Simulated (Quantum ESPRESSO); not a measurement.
# TaN (P-6m2) in Quantum ESPRESSO: further runs, part 3 of 4

Quantum ESPRESSO 7.5. Earlier steps stand in the parts before.

## (4) Phonons, PBEsol

File pw.in:

```
&CONTROL
  calculation = 'scf'
  prefix = 'pwscf'
  outdir = './tmp'
  pseudo_dir = './pseudo'
  tprnfor = .true.
  tstress = .true.
  disk_io = 'low'
/
&SYSTEM
  ibrav = 0
  celldm(1) = 8
  nat = 2
  ntyp = 2
  ecutwfc = 84
  nbnd = 15
  occupations = 'smearing'
  smearing = 'mv'
  degauss = 0.01469973
/
&ELECTRONS
  conv_thr = 4d-10
  electron_maxstep = 120
  mixing_beta = 0.5
/
ATOMIC_SPECIES
Ta   180.9479 Ta.upf
N     14.0070 N.upf
CELL_PARAMETERS alat
  0.6940019192688   0.0000000000000   0.0000000000000
 -0.3470009596344   0.6010232923575   0.0000000000000
  0.0000000000000   0.0000000000000   0.6810100521620
ATOMIC_POSITIONS crystal
Ta     0.0000000000    0.0000000000    0.5000000000
N      0.6666666667    0.3333333333    0.0000000000
K_POINTS automatic
7 7 6 0 0 0
```

File relax.in:

```
&CONTROL
  calculation = 'vc-relax'
  prefix = 'pwscf'
  outdir = './tmp'
  pseudo_dir = './pseudo'
  tprnfor = .true.
  tstress = .true.
  disk_io = 'low'
  nstep = 40
  forc_conv_thr = 0.0001
  etot_conv_thr = 1d-06
/
&SYSTEM
  ibrav = 0
  celldm(1) = 8
  nat = 2
  ntyp = 2
  ecutwfc = 84
  nbnd = 15
  occupations = 'smearing'
  smearing = 'mv'
  degauss = 0.01469973
/
&ELECTRONS
  conv_thr = 4d-10
  electron_maxstep = 120
  mixing_beta = 0.5
/
&IONS
  ion_dynamics = 'bfgs'
/
&CELL
  cell_dynamics = 'bfgs'
  press = 0
  press_conv_thr = 0.2
/
ATOMIC_SPECIES
Ta   180.9479 Ta.upf
N     14.0070 N.upf
CELL_PARAMETERS alat
  0.6940019192663  -0.0000000000000   0.0000000000000
 -0.3470009596331   0.6010232923597   0.0000000000000
  0.0000000000000   0.0000000000000   0.6810100521620
ATOMIC_POSITIONS crystal
Ta     0.0000000000    0.0000000000    0.5000000000
N      0.6666666667    0.3333333333    0.0000000000
K_POINTS automatic
7 7 6 0 0 0
```

File scf2.in:

```
&CONTROL
  calculation = 'scf'
  prefix = 'pwscf'
  outdir = './tmp'
  pseudo_dir = './pseudo'
  tprnfor = .true.
  tstress = .true.
  disk_io = 'low'
/
&SYSTEM
  ibrav = 0
  celldm(1) = 8
  nat = 2
  ntyp = 2
  ecutwfc = 84
  nbnd = 15
  occupations = 'smearing'
  smearing = 'mv'
  degauss = 0.01469973
/
&ELECTRONS
  conv_thr = 1d-13
  electron_maxstep = 120
  mixing_beta = 0.5
  startingpot = 'file'
  startingwfc = 'file'
/
ATOMIC_SPECIES
Ta   180.9479 Ta.upf
N     14.0070 N.upf
CELL_PARAMETERS alat
  0.6908939585161   0.0000000000000   0.0000000000000
 -0.3454469792581   0.5983317193961   0.0000000000000
  0.0000000000000   0.0000000000000   0.6771943905870
ATOMIC_POSITIONS crystal
Ta     0.0000000000    0.0000000000    0.5000000000
N      0.6666666667    0.3333333333    0.0000000000
K_POINTS automatic
7 7 6 0 0 0
```

File ph.in:

```
phonons of TaN
&INPUTPH
  prefix = 'pwscf'
  outdir = './tmp'
  tr2_ph = 1d-18
  fildyn = 'dyn'
  niter_ph = 90
  alpha_mix(1) = 0.4
/
0.0000000000 0.0000000000 0.0000000000
```

File dynmat.in:

```
&INPUT
  fildyn = 'dyn'
  asr = 'crystal'
  filout = 'dynmat.disp'
  fileig = 'dynmat.eig'
/
```

Potentials or basis: PseudoDojo 0.4.1 SR PBEsol standard.

Command:

```sh
$ OMP_NUM_THREADS=1 pw.x -in pw.in > pw.out
$ OMP_NUM_THREADS=1 pw.x -in relax.in > relax.out
$ OMP_NUM_THREADS=1 pw.x -in scf2.in > scf2.out
$ OMP_NUM_THREADS=1 ph.x -in ph.in > ph.out
$ OMP_NUM_THREADS=1 dynmat.x -in dynmat.in > dynmat.out
```

pw.out:

```text
This program is part of the open-source Quantum ESPRESSO suite
     for quantum simulation of materials; please cite
[... 9 lines left out ...]
     --------------------
     sticks:   dense  smooth     PW     G-vecs:    dense   smooth      PW
     Sum         721     721    211                15139    15139    2519

     Using Slab Decomposition

     bravais-lattice index     =            0
     lattice parameter (alat)  =       8.0000  a.u.
     unit-cell volume          =     145.4372 (a.u.)^3
     number of atoms/cell      =            2
     number of atomic types    =            2
     number of electrons       =        18.00
     number of Kohn-Sham states=           15
     kinetic-energy cutoff     =      84.0000  Ry
     charge density cutoff     =     336.0000  Ry
     scf convergence threshold =      4.0E-10
     mixing beta               =       0.5000
     number of iterations used =            8  plain     mixing
     Exchange-correlation= PBESOL
                           (   1   4  10   8   0   0   0)

[... 152 lines left out ...]

     End of self-consistent calculation

          k = 0.0000 0.0000 0.0000 (  1869 PWs)   bands (ev):

   -48.5214 -14.8399 -14.5783 -14.5783   2.2187  15.3583  15.3583  15.7187
    16.9912  22.1205  23.5091  23.5091  23.9233  23.9233  32.8069
[... 153 lines left out ...]
   -48.3901 -15.4830 -15.2659 -15.0115   4.2827  11.8976  13.2585  15.9305
    19.3169  24.2564  25.1195  26.4207  27.3441  29.5700  31.4566

     the Fermi energy is    20.0843 ev

!    total energy              =    -151.03289243 Ry
     estimated scf accuracy    <          1.2E-11 Ry
     smearing contrib. (-TS)   =      -0.00002216 Ry
     internal energy E=F+TS    =    -151.03287027 Ry

     The total energy is F=E-TS. E is the sum of the following terms:
     one-electron contribution =      -7.92624508 Ry
     hartree contribution      =      15.49654310 Ry
     xc contribution           =     -35.56473814 Ry
     ewald contribution        =    -123.03843015 Ry

     convergence has been achieved in   9 iterations

     Forces acting on atoms (cartesian axes, Ry/au):

     atom    1 type  1   force =     0.00000000    0.00000000    0.00000000
     atom    2 type  2   force =     0.00000000    0.00000000    0.00000000

     Total force =     0.000000     Total SCF correction =     0.000000

     Computing stress (Cartesian axis) and pressure

          total   stress  (Ry/bohr**3)                   (kbar)     P=      -51.44
  -0.00032010   0.00000000   0.00000000          -47.09        0.00        0.00
   0.00000000  -0.00032010   0.00000000            0.00      -47.09        0.00
  -0.00000000  -0.00000000  -0.00040874           -0.00       -0.00      -60.13

=------------------------------------------------------------------------------=
   JOB DONE.
=------------------------------------------------------------------------------=
```

relax.out:

```text
This program is part of the open-source Quantum ESPRESSO suite
     for quantum simulation of materials; please cite
[... 9 lines left out ...]
     --------------------
     sticks:   dense  smooth     PW     G-vecs:    dense   smooth      PW
     Sum         721     721    211                15139    15139    2519
[... 1568 lines left out ...]
  -0.00000030   0.00000000  -0.00000000           -0.04        0.00       -0.00
   0.00000000  -0.00000030   0.00000000            0.00       -0.04        0.00
   0.00000000  -0.00000000  -0.00000026            0.00       -0.00       -0.04

=------------------------------------------------------------------------------=
   JOB DONE.
=------------------------------------------------------------------------------=
```

scf2.out:

```text
This program is part of the open-source Quantum ESPRESSO suite
     for quantum simulation of materials; please cite
[... 9 lines left out ...]
     --------------------
     sticks:   dense  smooth     PW     G-vecs:    dense   smooth      PW
     Sum         703     703    211                14857    14857    2459
[... 321 lines left out ...]
  -0.00000030  -0.00000000   0.00000000           -0.04       -0.00        0.00
  -0.00000000  -0.00000030  -0.00000000           -0.00       -0.04       -0.00
   0.00000000  -0.00000000  -0.00000025            0.00       -0.00       -0.04

=------------------------------------------------------------------------------=
   JOB DONE.
=------------------------------------------------------------------------------=
```

It took 4.4 min on 1 thread of Arm Neoverse V1, shared host; peak memory 0.06 GiB.

What came out:

```yaml
Free_energy: -2054.9123 eV
Relaxed_volume: 10.62 Å³/atom
Relaxed_cell: a = 2.925 Å, b = 2.925 Å, c = 2.867 Å, α = 90.00°, β = 90.00°, γ = 120.00°
Space_group_after_relaxing_to_0.05_Å: P-6m2 (No. 187)
Pressure_after_relaxing: 0.0 GPa
Band_gap_on_the_k_mesh: none (metal or under the smearing width)
Highest_phonon_frequency_at_Γ: 549 cm⁻¹
```

Step by step:
```
step  energy change (eV)  largest force (eV/Å)  pressure (GPa)  volume (Å³)
   1              0.0000                0.0000           -5.14        21.55
   2             -0.0017                0.0000            4.38        20.99
   3             -0.0051                0.0000           -0.10        21.25
   4             -0.0051                0.0000            0.00        21.24
```

Final structure:
```
Ta N
1.0
     2.92484    0.00000    0.00000
    -1.46242    2.53299    0.00000
     0.00000    0.00000    2.86685
Ta N
1 1
Direct
  0.00000 0.00000 0.50000
  0.66667 0.33333 0.00000
```

Levels at points of the mesh, in eV from the Fermi level:
```tsv
k point	band 6	band 7	band 8	band 9	band 10	band 11	band 12	band 13
(0.00, 0.00, 0.00)	-4.80	-4.80	-4.43	-3.10	2.14	3.50	3.50	3.93
(0.00, 0.00, -0.50)	-9.62	-3.97	-3.97	-0.25	-0.25	2.32	3.18	3.18
```

Phonon frequencies in cm⁻¹ (negative: imaginary):
| q point | frequencies |
| --- | --- |
| (0.000, 0.000, 0.000) | -9 -9 -9 530 530 549 |

Optical modes at Γ, degenerate ones joined:
```tsv
cm⁻¹	components	symmetry	active in
530	2	E'	IR and Raman
550	1	A''2	IR
```

Caveat: the k mesh is coarse (spacing up to 0.36 Å⁻¹), so the values aren't converged; the mesh is thin for the phonons of a metal.

[end of part 3 of 4]
